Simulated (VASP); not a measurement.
Crystal: TiPbO4.

```
CELL_PARAMETERS angstrom
1.89669 -2.70670 0.00000
1.89669 2.70670 0.00000
0.00000 0.00000 8.24846
ATOMIC_POSITIONS crystal
Ti 0.50000 0.50000 0.50000
Pb 0.50000 0.50000 0.00000
O 0.00000 0.00000 0.50000
O 0.50000 0.50000 0.73552
O 0.50000 0.50000 0.26448
O 0.00000 0.00000 0.00000
```

The cell was built by a generator and needn't be a form met in nature.

| Property | Result |
| --- | --- |
| Program | VASP 6.6.1 |
| Task | relaxation of cell and atoms |
| Functional | PBE |
| Potentials or basis | VASP PAW PBE potentials, release 64 (Ti_sv, Pb_d, O) |
| Cutoff | 520 eV |
| k mesh | 5 × 5 × 2 |
| Occupations | gaussian, width 0.15 eV |
| Spin | no spin polarisation |

At the start: pressure 7.6 GPa; volume 14.12 Å³/atom.

How do energy, volume and symmetry change on relaxing?

Over 14 steps the energy falls by 362.2 meV/atom and the volume is 12.85 Å³/atom (-9.0 %); space group Cmmm (No. 65, to 0.05 Å).

Step by step:
| step | energy change (eV) | largest force (eV/Å) | pressure (GPa) | volume (Å³) |
| --- | --- | --- | --- | --- |
| 1 | 0.0000 | 1.3881 | 7.60 | 84.69 |
| 2 | -0.5438 | 2.0121 | -1.23 | 91.20 |
| 3 | -1.5111 | 0.4831 | -3.44 | 88.55 |
| 4 | -1.7117 | 0.4253 | -1.04 | 85.17 |
| 5 | -1.8425 | 1.6214 | 3.12 | 81.30 |
| 6 | -1.9324 | 1.3553 | 2.30 | 80.67 |
| 7 | -2.0563 | 0.7448 | 1.25 | 78.62 |
| 8 | -2.0962 | 0.6033 | 0.22 | 78.75 |
| 9 | -2.1538 | 0.2049 | -2.38 | 79.10 |
| 10 | -2.1546 | 0.1525 | -2.75 | 79.14 |
| 11 | -2.1676 | 0.2088 | -1.17 | 78.17 |
| 12 | -2.1691 | 0.1999 | -0.20 | 77.61 |
| 13 | -2.1734 | 0.0104 | 0.14 | 77.19 |
| 14 | -2.1735 | 0.0587 | 0.36 | 77.10 |

Final structure:
```
Ti Pb O
1.0
     2.21946   -2.24999    0.00000
     2.21946    2.24999    0.00000
     0.00000    0.00000    7.72007
Ti Pb O
1 1 4
Direct
  0.50000 0.50000 0.50000
  0.50000 0.50000 0.00000
  0.00000 0.00000 0.50000
  0.50000 0.50000 0.73477
  0.50000 0.50000 0.26523
  0.00000 0.00000 0.00000
```

Caveat: the k mesh is coarse (spacing up to 0.40 Å⁻¹), so the values aren't converged.
